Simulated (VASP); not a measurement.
A run of VASP 6.6.1 is set up as follows.

The input POSCAR:

```
KI
1.0
    0.0000000000      3.5445661619      3.5445661619
    3.5445661619      0.0000000000      3.5445661619
    3.5445661619      3.5445661619      0.0000000000
K I
1 1
Direct
    0.0000000000      0.0000000000      0.0000000000
    0.5000000000      0.5000000000      0.5000000000
```

The input INCAR.step1:

```
PREC = Accurate ; ENCUT = 520
EDIFF = 1E-5 ; ISMEAR = 0
SIGMA = 0.01 ; LREAL = False
LASPH = True ; NELM = 100
ALGO = Normal ; ISIF = 2
LWAVE = True ; LCHARG = False
NBANDS = 15 ; GGA = PE
```

The input INCAR.step2:

```
PREC = Accurate ; ENCUT = 520
EDIFF = 1E-7 ; ISMEAR = 0
SIGMA = 0.01 ; LREAL = False
LASPH = True ; NELM = 100
ALGO = Normal ; ISIF = 2
LWAVE = False ; LCHARG = False
GGA = PE ; LHFCALC = True
HFSCREEN = 0.2079 ; PRECFOCK = Normal
NBANDS = 15 ; ISTART = 1
```

File KPOINTS:

```
Automatic mesh
0
Gamma
  4 4 4
```

Potentials or basis: VASP PAW PBE potentials, release 64 (K_sv, I).

The run is started by

```bash
$ cat potpaw_PBE.64/K_sv/POTCAR potpaw_PBE.64/I/POTCAR > POTCAR
$ cp INCAR.step1 INCAR
$ mpirun -np 1 vasp_std > vasp.out
$ cp INCAR.step2 INCAR
$ mpirun -np 1 vasp_std > vasp.out
```

(1) Predict the band gap on the k mesh.

(2) Predict the pressure.

Answers

(1) 4.93 eV, direct.

(2) 0.3 GPa.

Caveat: the PAW data sets were made with another functional, which shifts forces and pressure a little; spin-orbit coupling is left out, which moves the levels of the heavy elements.

**What was measured.**

A printed reference work, monograph reports, for a bulk crystal of KI: band gap 6.32 eV.

Measured gap of KI: 6.32 eV (a printed reference work, monograph). This calculation gives 4.93 eV (-1.39 eV). Spin-orbit coupling on I is left out. The value is that of HSE06, without temperature or zero-point motion.
